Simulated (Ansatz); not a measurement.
# B: reading a single point

```xyz
2
Lattice="1.1101 1.9228 0.0000 -1.1101 1.9228 0.0000 0.0000 0.0000 3.4854" Properties=species:S:1:pos:R:3 pbc="T T T"
B     0.0000    1.2819    0.8714
B     0.0000    2.5637    2.6141
```

The numbers come from plane-wave PAW DFT (Ansatz): PBE, no spin polarisation, 420 eV, 17×17×10 Γ-centred k points, fermi-dirac occupations (width 0.1 eV). Nothing was relaxed.

At the Fermi level: It is a metal, with about 0.54 states/eV a cell as the mean within 0.25 eV of the Fermi level, mostly B p (63 %) and B s (35 %).
Stress: The pressure is -33.8 GPa (compression positive), so with the atoms held at these fractions the cell would first shrink.
Contacts: B–B at 2.16 Å: least valence density 0.41 e/Å³ and ELF 0.59 there. These are pseudo-fields; inside the PAW spheres they differ from the all-electron ones.

Origin: a known structure type with other elements, at an estimated volume, so it need not be a known compound. Caveats: atoms or cell far from equilibrium.
